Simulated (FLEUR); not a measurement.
The system is KBr.

```
CELL_PARAMETERS angstrom
0.00000 3.30000 3.30000
3.30000 0.00000 3.30000
3.30000 3.30000 0.00000
ATOMIC_POSITIONS crystal
Br 0.50000 0.50000 0.50000
K 0.00000 0.00000 0.00000
```

Base run:

- Program: FLEUR MaX-R8.1 (later development tree)
- Functional: PBEsol
- Potentials or basis: all-electron
- Basis: FLAPW
- Kmax: 4.1 1/bohr
- k mesh: 7 × 7 × 7
- Occupations: fermi-dirac, width 0.05 eV
- Spin: no spin polarisation

Its results: band gap on the k mesh 4.28 eV, direct.

**Question.** The run is repeated on the same cell with these changes: functional from PBEsol to WC. What comes out?

**Answer.** Band gap on the k mesh 4.34 eV, direct.

Not every run made on this cell is shown here.
